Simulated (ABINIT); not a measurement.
# MnO (P6_3mc) in ABINIT: single point with PBEsol

Aim: the single point of MnO with PBEsol.

Program: ABINIT 10.8.3 (patched build). These are calculated values, not measurements. Logs are shortened: lines on timing, memory, paths and dates and some standing lists are left out, and cuts for length are marked. The log counts tension as positive stress, the text compression.

**1. The crystal as given**

The structure is hexagonal, space group P6_3mc (No. 186). Conventional cell: a = 3.372 Å, b = 3.372 Å, c = 5.386 Å, α = 90.00°, β = 90.00°, γ = 120.00°. Mn (site symmetry 3m) has 4 O at 1.96 to 2.08 Å as nearest neighbours. Around O (site symmetry 3m) lie 4 Mn at 1.96 to 2.08 Å.

Measurements of this composition are mostly on another form, of space group No. 225.

**2. Single point, PBEsol, collinear spin, ferromagnetic start**

run.abi

```
# Pseudopotentials
pp_dirpath "./"
pseudos "Mn.GGA_PBE-JTH.xml, O.GGA_PBE-JTH.xml"

# Structure
acell 3*1.0
rprim
     6.3715895744     0.0000000000     0.0000000000
    -3.1857947872     5.5179584338     0.0000000000
     0.0000000000     0.0000000000    10.1771200442
ntypat 2
znucl 25 8
natom 4
typat 1 1 2 2
xcart
     3.1857947875     1.8393194778     5.2001012578
    -0.0000000003     3.6786389561     0.1115412357
     3.1857947875     1.8393194778     8.9097632851
    -0.0000000003     3.6786389561     3.8212032630

# Plane-wave basis
ecut 707.496042 eV
pawecutdg 48.0
pawxcdev 0

# k points
kptopt 1
ngkpt 9 9 5
nshiftk 1
shiftk 0.0 0.0 0.0

# Exchange and correlation
ixc -116133

# Bands and occupations
nband 28
occopt 3
tsmear 0.05 eV

# Spin
nsppol 2
spinat
     0.0000000000     0.0000000000     5.0000000000
     0.0000000000     0.0000000000     5.0000000000
     0.0000000000     0.0000000000     0.0000000000
     0.0000000000     0.0000000000     0.0000000000

# SCF cycle
nstep 100
tolvrs 1.0e-9

# Output
iomode 3
prtwf 0
prtden 0
prteig 0
prtebands 0
enunit 1
```

Potentials or basis: JTH PAW PBE v2.0.

On the command line:

```console
$ mpirun --bind-to none -np 4 abinit run.abi > log 2>&1
```

run.abo:

```text
.Version 10.8.3 of ABINIT
 Symmetries : space group P6_3 m c (#186); Bravais hP (primitive hexag.)
================================================================================
 Values of the parameters that define the memory need of the present run
     intxc =       0    ionmov =       0      iscf =      17    lmnmax =      18
     lnmax =       6     mgfft =      48  mpssoang =       3    mqgrid =    3175
     natom =       4  nloc_mem =       2    nspden =       2   nspinor =       1
    nsppol =       2      nsym =      12    n1xccc =       1    ntypat =       2
    occopt =       3   xclevel =       2
       mpw =        2298          nfft =       43200          nkpt =          36
Pmy_natom=         1
 PAW method is used; the additional fine FFT grid is defined by:
   mgfftf=        64    nfftf =    102400
================================================================================
================================================================================

--------------------------------------------------------------------------------
------------- Echo of variables that govern the present computation ------------
--------------------------------------------------------------------------------
 -outvars: echo values of preprocessed input variables --------
            acell      1.0000000000E+00  1.0000000000E+00  1.0000000000E+00 Bohr
              amu      5.49380500E+01  1.59994000E+01
             ecut      2.60000000E+01 Hartree
           enunit           1
              ixc     -116133
         kptrlatt        9    0    0      0    9    0      0    0    5
          kptrlen      5.08856002E+01
            natom           4
            nband          28
            ngfft          30      30      48
          ngfftdg          40      40      64
             nkpt          36
           nspden           2
           nsppol           2
            nstep         100
             nsym          12
           ntypat           2
           occopt           3
        pawecutdg      4.80000000E+01 Hartree
         pawxcdev           0
           prtden           0
        prtebands           0
           prteig           0
            prtwf           0
            rprim      6.3715895744E+00  0.0000000000E+00  0.0000000000E+00
                      -3.1857947872E+00  5.5179584338E+00  0.0000000000E+00
                       0.0000000000E+00  0.0000000000E+00  1.0177120044E+01
          spgroup         186
           spinat      0.0000000000E+00  0.0000000000E+00  5.0000000000E+00
                       0.0000000000E+00  0.0000000000E+00  5.0000000000E+00
                       0.0000000000E+00  0.0000000000E+00  0.0000000000E+00
                       0.0000000000E+00  0.0000000000E+00  0.0000000000E+00
           tolvrs      1.00000000E-09
           tsmear      1.83746611E-03 Hartree
            typat      1  1  2  2
           useylm           1
           xangst      1.6858499989E+00  9.7332595066E-01  2.7517750781E+00
                       1.8964939231E-17  1.9466519013E+00  5.9025079968E-02
                       1.6858499989E+00  9.7332595066E-01  4.7148436818E+00
                       1.8964939231E-17  1.9466519013E+00  2.0220936836E+00
            xcart      3.1857947872E+00  1.8393194780E+00  5.2001012578E+00
                       3.5838541141E-17  3.6786389559E+00  1.1154123570E-01
                       3.1857947872E+00  1.8393194780E+00  8.9097632851E+00
                       3.5838541141E-17  3.6786389559E+00  3.8212032630E+00
             xred      6.6666666667E-01  3.3333333334E-01  5.1096000000E-01
                       3.3333333334E-01  6.6666666668E-01  1.0960000002E-02
                       6.6666666667E-01  3.3333333334E-01  8.7547000000E-01
                       3.3333333334E-01  6.6666666668E-01  3.7547000000E-01
            znucl       25.00000    8.00000

================================================================================

 chkinp: Checking input parameters for consistency.

================================================================================
== DATASET  1 ==================================================================
[... 119 lines left out ...]
 Radius=ratsph(iatom), smearing ratsm=  0.0000. Diff(up-dn)=approximate z local magnetic moment.
    Atom    Radius    up_density   dn_density  Total(up+dn)  Diff(up-dn)
    1 Mn   2.11192     8.667500     4.393441     13.060941     4.274059
    2 Mn   2.11192     8.667500     4.393441     13.060941     4.274059
    3  O   1.41465     2.357791     2.160229      4.518020     0.197562
    4  O   1.41465     2.357791     2.160229      4.518020     0.197562
 ------------------------------------------------------------------------------------------------------------
  Sum:                22.050582    13.107341     35.157923     8.943242
 Total magnetization (from the atomic spheres):                8.943242
 Total magnetization (exact up - dn):                          9.987073

================================================================================

 ----iterations are completed or convergence reached----

 Mean square residual over all n,k,spin=   87.548E-09; max=  65.510E-06
 reduced coordinates (array xred) for    4 atoms
       0.666666666671      0.333333333342      0.510960000002
       0.333333333338      0.666666666676      0.010960000002
       0.666666666671      0.333333333342      0.875470000000
       0.333333333338      0.666666666676      0.375470000000
 rms dE/dt=  6.9604E-02; max dE/dt=  1.2074E-01; dE/dt below (all hartree)
    1       0.000000000000      0.000000000000      0.120738954138
    2      -0.000000000000      0.000000000000      0.120738954138
    3      -0.000000000000      0.000000000000     -0.120375229359
    4       0.000000000000      0.000000000000     -0.120375229359

 cartesian coordinates (angstrom) at end:
    1      1.68584999885611     0.97332595065847     2.75177507814895
    2      0.00000000000000     1.94665190129047     0.05902507996836
    3      1.68584999885611     0.97332595065847     4.71484368181657
    4      0.00000000000000     1.94665190129047     2.02209368363597

 cartesian forces (hartree/bohr) at end:
    1     -0.00000000000000    -0.00000000000000    -0.01184589463672
    2      0.00000000000000     0.00000000000000    -0.01184589463672
    3      0.00000000000000     0.00000000000000     0.01184589463672
    4     -0.00000000000000    -0.00000000000000     0.01184589463672
 frms,max,avg= 6.8392305E-03 1.1845895E-02   0.000E+00  0.000E+00 -1.787E-05 h/b

 cartesian forces (eV/Angstrom) at end:
    1     -0.00000000000000    -0.00000000000000    -0.60914039373986
    2      0.00000000000000     0.00000000000000    -0.60914039373986
    3      0.00000000000000     0.00000000000000     0.60914039373986
    4     -0.00000000000000    -0.00000000000000     0.60914039373986
 frms,max,avg= 3.5168737E-01 6.0914039E-01   0.000E+00  0.000E+00 -9.189E-04 e/A
 length scales=  1.000000000000  1.000000000000  1.000000000000 bohr
              =  0.529177210544  0.529177210544  0.529177210544 angstroms
 Fermi (or HOMO) energy (eV) =   5.96059   Average Vxc (eV)= -10.48557
 Eigenvalues (   eV  ) for nkpt=  36  k points, SPIN UP:
 kpt#   1, nband= 28, wtk=  0.00247, kpt=  0.0000  0.0000  0.0000 (reduced coord)
 -75.59139  -75.58823  -44.48122  -44.47915  -44.47915  -44.47309  -44.47309  -44.44299
 -14.07362  -13.53177   -1.29400   -0.52603   -0.34297   -0.34297    0.00599    0.00599
   2.77108    2.77108    3.26978    3.32557    3.32557    4.32472    4.88737    4.88737
   5.96350    5.96350    6.01934    9.50475
 prteigrs : prtvol=0 or 1, do not print more k-points.

 Eigenvalues (   eV  ) for nkpt=  36  k points, SPIN DOWN:
 kpt#   1, nband= 28, wtk=  0.00247, kpt=  0.0000  0.0000  0.0000 (reduced coord)
 -70.83589  -70.83196  -39.83317  -39.80393  -39.80393  -39.79608  -39.79608  -39.78186
 -13.57666  -13.05451   -0.47363    0.81193    0.98060    0.98060    1.18479    1.18479
   5.77144    6.86911    6.86911    7.01288    7.65542    7.65542    8.46188    8.46188
   9.32619    9.44124    9.44124   10.95089
 prteigrs : prtvol=0 or 1, do not print more k-points.

--- !EnergyTerms
iteration_state     : {dtset: 1, }
comment             : Components of total free energy in Hartree
kinetic             :  4.02686704524960E+01
hartree             :  6.48857782468505E+01
xc                  : -1.30859293387541E+01
Ewald energy        : -1.49649635437960E+02
psp_core            :  8.08358206630376E+00
local_psp           : -1.78148740923799E+02
PAW spherical_terms : -1.40441852557895E+01
internal            : -2.41690460190653E+02
'-kT*entropy'       : -1.27497203170163E-04
total_energy        : -2.41690587687856E+02
total_energy_eV     : -6.57673593359239E+03
...

--- !EnergyTermsDC
iteration_state     : {dtset: 1, }
comment             : '"Double-counting" decomposition of free energy'
band_energy         : -2.98404633124593E+01
Ewald energy        : -1.49649635437960E+02
psp_core            :  8.08358206630376E+00
xc_dc               : -6.08708785287980E+01
PAW spherical_terms : -9.41305344793500E+00
internal            : -2.41690448660849E+02
'-kT*entropy'       : -1.27497203170163E-04
total_energy_dc     : -2.41690576158052E+02
total_energy_dc_eV  : -6.57673561985044E+03
...

--- !EnergyTermsWithPAWCore
iteration_state     : {dtset: 1, }
comment             : 'Components of total free energy, including PAW core contributions'
Total energy        : -2.46511017166904E+03
Total energy DC     : -2.46511016013924E+03
Total energy (eV)   : -6.70790650201828E+04
Total energy DC (eV): -6.70790647064409E+04
...

 Cartesian components of stress tensor (hartree/bohr^3)
  sigma(1 1)=  5.03558513E-05  sigma(3 2)=  0.00000000E+00
  sigma(2 2)=  5.03558523E-05  sigma(3 1)=  0.00000000E+00
  sigma(3 3)= -2.04492588E-04  sigma(2 1)=  0.00000000E+00

-Cartesian components of stress tensor (GPa)         [Pressure=  1.0178E+00 GPa]
- sigma(1 1)=  1.48152030E+00  sigma(3 2)=  0.00000000E+00
- sigma(2 2)=  1.48152032E+00  sigma(3 1)=  0.00000000E+00
- sigma(3 3)= -6.01637966E+00  sigma(2 1)=  0.00000000E+00

== END DATASET(S) ==============================================================
================================================================================

 -outvars: echo values of variables after computation  --------
            acell      1.0000000000E+00  1.0000000000E+00  1.0000000000E+00 Bohr
           etotal     -2.4169057616E+02
            fcart     -3.3808144002E-28 -1.9519141041E-28 -1.1845894637E-02
                       3.3808144002E-28  1.9519141041E-28 -1.1845894637E-02
                       3.3808144002E-28  1.9519141041E-28  1.1845894637E-02
                      -3.3808144002E-28 -1.9519141041E-28  1.1845894637E-02
            rprim      6.3715895744E+00  0.0000000000E+00  0.0000000000E+00
                      -3.1857947872E+00  5.5179584338E+00  0.0000000000E+00
                       0.0000000000E+00  0.0000000000E+00  1.0177120044E+01
           strten      5.0355851335E-05  5.0355852308E-05 -2.0449258817E-04
                       0.0000000000E+00  0.0000000000E+00  0.0000000000E+00
           xangst      1.6858499989E+00  9.7332595066E-01  2.7517750781E+00
                       1.8964939231E-17  1.9466519013E+00  5.9025079968E-02
                       1.6858499989E+00  9.7332595066E-01  4.7148436818E+00
                       1.8964939231E-17  1.9466519013E+00  2.0220936836E+00
             xred      6.6666666667E-01  3.3333333334E-01  5.1096000000E-01
                       3.3333333334E-01  6.6666666668E-01  1.0960000002E-02
                       6.6666666667E-01  3.3333333334E-01  8.7547000000E-01
                       3.3333333334E-01  6.6666666668E-01  3.7547000000E-01
 Calculation completed.
```

It took 78 s on 4 MPI ranks of Arm Neoverse V2, shared host; peak memory 0.64 GiB.

Results:

```
Free energy                                           : -6576.7356 eV
Pressure                                              : 1.0 GPa
Largest force                                         : 0.609 eV/Å
Band gap on the k mesh                                : none (metal or under the smearing width)
Net moment                                            : 9.99 μB per cell
Site moments                                          : Mn +4.27; O +0.20 μB
Valence electrons inside the program's atomic spheres : Mn 13.06; O 4.52
```

Forces in eV/Å, atoms in the order of the input:
```
Mn   0.000  0.000 -0.609
Mn   0.000  0.000 -0.609
O    0.000  0.000  0.609
O    0.000  0.000  0.609
```

Caveat: the PAW data sets were made with another functional, which shifts forces and pressure a little; semilocal functionals often make such compounds metallic where correlation or magnetic order opens a gap, which also shifts bond lengths; only a ferromagnetic start was run, and an antiferromagnetic order may lie lower in energy.
